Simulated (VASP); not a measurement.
Runs of VASP 6.6.1 on CaSe. All rows change the cell; the cell of one of them follows. The structure is tetragonal, space group I-4m2 (No. 119). The conventional cell has a = 4.667 Å, b = 4.667 Å, c = 5.610 Å, α = 90.00°, β = 90.00°, γ = 90.00°. Ca (site symmetry -4m2) is surrounded by 4 Se at 2.72 Å. Se (site symmetry -4m2) is surrounded by 4 Ca at 2.72 Å. The cell comes from a database or a generator and needn't be the stable form of this composition.

| cell | gap on the mesh (eV) | pressure (GPa) |
| --- | --- | --- |
| strain -0.1500 x Voigt [0, 0, 1, 0, 0, 0], atoms carried along | 3.16 | (c) |
| strain +0.0750 x Voigt [0, 0, 1, 0, 0, 0], atoms carried along | 2.67 | -3.2 |
| strain -0.1125 x Voigt [0, 0, 1, 0, 0, 0], atoms carried along | (a) | 2.8 |
| strain +0.0375 x Voigt [0, 0, 1, 0, 0, 0], atoms carried along | (b) | -2.3 |

Alike in all rows: task single point; level PBEsol; potentials or basis VASP PAW PBE potentials, release 64 (Ca_sv, Se); no spin polarisation; k mesh 6 × 6 × 6; cutoff (eV) 520; smearing gaussian 0.05 eV.

Estimate the missing entries.

(a) 3.20; (b) 2.84; (c) 4.6.

Caveats: the PAW data sets were made with another functional, which shifts forces and pressure a little.

A k mesh can miss the band edges, and the runs leave out spin-orbit coupling on Se.
